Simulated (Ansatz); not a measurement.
Runs of Ansatz 0.2.0 on HfN. Symmetry: F-43m, No. 216, cubic system. Conventional cell: a = 4.910 Å, b = 4.910 Å, c = 4.910 Å, α = 90.00°, β = 90.00°, γ = 90.00°. Hf (site symmetry -43m) has 4 N at 2.13 Å as nearest neighbours. N (site symmetry -43m) is surrounded by 4 Hf at 2.13 Å. The cell comes from a database or a generator and needn't be the stable form of this composition.

```csv
task,level,cell,smearing,gap on the mesh (eV),pressure (GPa)
single point,PBE,as given,gaussian 0.02 eV,none,0.8
single point,PBE,the cell as VASP's run set it,gaussian 0.1 eV,none,0.7
single point,PBE,as given,gaussian 0.1 eV,none,0.7
band structure,RPBE+D3(BJ),as given,gaussian 0.05 eV,-,(a)
single point,PBE,as given,gaussian 0.05 eV,none,0.7
```

Alike in all rows: potentials or basis all-electron LAPW, scalar-relativistic; no spin polarisation; k mesh 9 × 9 × 9; cutoff (eV) 392; basis error allowed 0.001 eV/atom.

**Question.** Fill in the values left out.

**Answer.** (a) -19.3.

Caveats: so large a pressure means that the cell lies far from this level's equilibrium, or that cutoff or potentials fall short (some runs); spin-orbit coupling is left out, which moves the levels of the heavy elements (some runs); pairwise dispersion overbinds metals, which lowers pressure and volume (some runs).

A k mesh can miss the band edges, and the runs leave out spin-orbit coupling on Hf.

A gap of «none» marks a metal or a gap under the smearing width.
